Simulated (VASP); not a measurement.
Crystal: Al2O3.

```xyz
10
Lattice="4.6138 0.0000 0.0000 0.0000 9.5633 0.0000 0.0000 0.0000 3.1199" Properties=species:S:1:pos:R:3 pbc="T T T"
Al    4.5352    7.8856    0.0000
Al    0.0785    1.6777    0.0000
Al    2.2283    6.4593    1.5599
Al    2.3854    3.1040    1.5599
O     2.3069    4.7816    1.5599
O     0.5704    7.2016    1.5599
O     1.7365    2.4200    0.0000
O     2.8773    7.1433    0.0000
O     0.0000    0.0000    0.0000
O     4.0434    2.3617    1.5599
```

Measurements of this composition are mostly on another form, of space group No. 167.

Base run:

* Program: VASP 6.6.1
* Functional: revPBE
* Potentials or basis: VASP PAW PBE potentials, release 64 (Al, O)
* Cutoff: 520 eV
* k mesh: 6 × 3 × 9
* Occupations: fermi-dirac, width 0.05 eV
* Spin: no spin polarisation

Its results: band gap on the k mesh 3.66 eV, direct; pressure 2.0 GPa; largest force 0.208 eV/Å.

Problem. The run is repeated on the same cell with these changes: functional from revPBE to PBE; further incar settings from ALGO = Normal; EDIFF = 1e-07 to ALGO = Normal; EDIFF = 1e-06. What comes out?

Solution. Band gap on the k mesh 3.51 eV, direct; pressure -0.1 GPa; largest force 0.191 eV/Å.

Caveats: the PAW data sets were made with another functional, which shifts forces and pressure a little (some runs).
